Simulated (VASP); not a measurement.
Here is a VASP 6.6.1 calculation.

File INCAR:

```
ALGO = Fast
EDIFF = 1E-6
EDIFFG = -0.005
ENCUT = 600
IBRION = 2
ISIF = 3
ISMEAR = -1
LASPH = True
LCHARG = False
LREAL = False
LWAVE = False
NELM = 100
NSW = 100
PREC = Accurate
SIGMA = 0.05
```

The input KPOINTS:

```
k-points
0
Gamma
  9 9 9
```

Contents of POSCAR:

```
CuI
1.0
    0.0000000000      2.9696152886      2.9696152886
    2.9696152886      0.0000000000      2.9696152886
    2.9696152886      2.9696152886      0.0000000000
Cu I
1 1
Direct
    0.2500000000      0.2500000000      0.2500000000
    0.0000000000      0.0000000000      0.0000000000
```

Potentials or basis: VASP PAW LDA potentials, release 64 (Cu, I).

The run is started by

```console
$ cat potpaw_LDA.64/Cu/POTCAR potpaw_LDA.64/I/POTCAR > POTCAR
$ mpirun -np 1 vasp_std > vasp.out
```

(1) Estimate the space group after relaxing (to 0.05 Å).

(2) Predict the band gap on the k mesh.

(3) Predict the relaxed volume.

## Answers

(1) F-43m (No. 216).

(2) 1.28 eV, direct.

(3) 25.20 Å³/atom.

Caveat: spin-orbit coupling is left out, which moves the levels of the heavy elements.
